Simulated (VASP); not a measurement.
Calculation: PBE GGA, VASP's PBE PAW potentials (set 64) (plane waves; VASP).

VASP ran on this input.

**POSCAR**
```
AlSb
3.070
  0.0000000000   1.0000000000   1.0000000000
  1.0000000000   0.0000000000   1.0000000000
  1.0000000000   1.0000000000   0.0000000000
Al Sb
1 1
Direct
  0.0000000000   0.0000000000   0.0000000000
  0.2500000000   0.2500000000   0.2500000000
```

### INCAR
```
SYSTEM = AlSb
PREC = Accurate
ENCUT = 520
EDIFF = 1E-6
NELM = 100
ALGO = Normal
LREAL = .FALSE.
LASPH = .TRUE.
ISMEAR = 0
SIGMA = 0.05
GGA = PE
LMAXMIX = 4
LWAVE = .FALSE.
LCHARG = .FALSE.
ISIF = 2
```

KPOINTS:
```
Regular mesh
0
G
7 7 7
0 0 0
```

POTCAR, in this order: Al_GW Sb (PBE.64 set). Program: vasp_std.

What VASP printed:

**OSZICAR**
```
       N       E                     dE             d eps       ncg     rms          rms(c)
DAV:   1     0.183433341086E+02    0.18343E+02   -0.33211E+03   320   0.791E+02
DAV:   2    -0.730409910104E+01   -0.25647E+02   -0.25473E+02   384   0.912E+01
DAV:   3    -0.827291121242E+01   -0.96881E+00   -0.96881E+00   432   0.211E+01
DAV:   4    -0.827885837400E+01   -0.59472E-02   -0.59472E-02   440   0.207E+00
DAV:   5    -0.827889742232E+01   -0.39048E-04   -0.39048E-04   496   0.168E-01    0.338E+00
DAV:   6    -0.821376474791E+01    0.65133E-01   -0.88213E-02   344   0.145E+00    0.212E+00
DAV:   7    -0.819277714619E+01    0.20988E-01   -0.91600E-02   360   0.164E+00    0.402E-01
DAV:   8    -0.819353420434E+01   -0.75706E-03   -0.62539E-03   328   0.458E-01    0.944E-02
DAV:   9    -0.819384986956E+01   -0.31567E-03   -0.60851E-04   416   0.161E-01    0.346E-02
DAV:  10    -0.819385850147E+01   -0.86319E-05   -0.31819E-05   472   0.311E-02    0.158E-02
DAV:  11    -0.819388443654E+01   -0.25935E-04   -0.47629E-05   344   0.467E-02    0.263E-03
DAV:  12    -0.819388473546E+01   -0.29893E-06   -0.37136E-07   448   0.494E-03
   1 F= -.81938847E+01 E0= -.81938847E+01  d E =-.612847E-13
```

### OUTCAR
```
------------------------ aborting loop because EDIFF is reached ----------------------------------------
  FORCE on cell =-STRESS in cart. coord.  units (eV):
  Direction    XX          YY          ZZ          XY          YZ          ZX
  --------------------------------------------------------------------------------------
  Total        0.8776604      0.8776604      0.8776604      0.0000000      0.0000000      0.0000000
  in kB       24.2991986     24.2991986     24.2991986      0.0000000      0.0000000      0.0000000
  external PRESSURE =      24.2991986 kB  Pullay stress =       0.0000000 kB
  volume of cell :       57.87
      direct lattice vectors                 reciprocal lattice vectors
     0.000000000  3.070000000  3.070000000    -0.162866450  0.162866450  0.162866450
     3.070000000  0.000000000  3.070000000     0.162866450 -0.162866450  0.162866450
     3.070000000  3.070000000  0.000000000     0.162866450  0.162866450 -0.162866450
 POSITION                                       TOTAL-FORCE (eV/Angst)
 -----------------------------------------------------------------------------------
      0.00000      0.00000      0.00000         0.000000     -0.000000     -0.000000
      1.53500      1.53500      1.53500        -0.000000      0.000000      0.000000
 -----------------------------------------------------------------------------------
    total drift:                               -0.000000     -0.000000     -0.000000
  FREE ENERGIE OF THE ION-ELECTRON SYSTEM (eV)
  ---------------------------------------------------
  free  energy   TOTEN  =        -8.1938847355 eV

  energy  without entropy=       -8.1938847355  energy(sigma->0) =       -8.19388474
```
(Selected blocks of OUTCAR.)

The compound is AlSb in the zinc blende structure. The cell was not relaxed at this level. The run is one of a series of settings (ENCUT = 520, POTCAR Al_GW Sb (PBE.64 set) against the base run), some of them coarse on purpose.
